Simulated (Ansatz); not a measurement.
An input for Ansatz 0.2.0 (Ru):

Contents of input.yaml:

```yaml
crystal:
  lattice:
    - [2.7058, 0.0, 0.0]
    - [-1.3529, 2.3432915376, 0.0]
    - [0.0, 0.0, 4.2819]
  atoms:
    - { symbol: Ru, position: [0.658907, 0.335181, 0.748464], spin: 1.19, spin_axis: [0.220137, 0.873826, -0.433552] }
    - { symbol: Ru, position: [0.344589, 0.66296, 0.250849], spin: 0.08, spin_axis: [0.763335, 0.10011, 0.638198] }
kpoints:
  mp_grid: { grid: [8, 8, 4] }
  band_path:
    path:
      - [0.0, 0.0, 0.0]
      - [0.5, 0.0, 0.0]
      - [0.3333333333, 0.3333333333, 0.0]
      - [0.0, 0.0, 0.0]
      - [0.0, 0.0, 0.5]
      - [0.5, 0.0, 0.5]
      - [0.3333333333, 0.3333333333, 0.5]
      - [0.0, 0.0, 0.5]
    npoints: 6
scf:
  occupations: { method: fermi_dirac, width: 0.01 }
hamiltonian:
  xc: revpbe
  dispersion: d3bj
  pseudopotentials: { kind: all_electron, lapw: { basis_error: 0.0005 } }
  hubbard:
    sites: [{ species: Ru, l: d, u_eff: 4.5 }]
    double_counting: fll
    projectors: atomic
magnetization:
  noncollinear: true
  spin_orbit: true
output:
  forces: true
  stress: true
  eigenvalues: true
  hubbard: {}
```

Potentials or basis: all-electron LAPW, relativistic spinors.

Run with:

```console
$ ansatz run input.yaml --threads 1 --pin off --max-ram 2560MiB --backend cpu --events-out ev --progress --plain --runs-dir out
```

**Question.** What does the program do with it?

**Answer.** The run stopped without a result. It printed:

Output:

```text
[... 13 lines left out ...]
Error: memory limit exceeded: the `scf loop` phase needs 2.67 GiB against the run's memory maximum of 2.50 GiB; largest carriers: full-potential states 1.15 GiB, full-potential basis 0.51 GiB, wavefunctions 0.46 GiB, unmodelled-tail allowance 0.28 GiB, full-potential band sums 0.13 GiB; a smaller basis.ecutwfc or, where none is typed, a larger hamiltonian.pseudopotentials.lapw.basis_error lowers the `full-potential` rows, and so do fewer k-points and bands; a later phase of this entry needs more than this one; wavefunction blocks cannot be spilled: the DFT+U terms tabulate every k-point at once
with nothing else changed it takes a maximum of at least 2.67 GiB, with nothing to spare, and 2.94 GiB leaves up to a tenth: --max-ram 2.94GiB where that set the maximum, else more of the term that did, and with no share typed, where 2.94 GiB is over 0.88 of the host's memory or its container's li
```
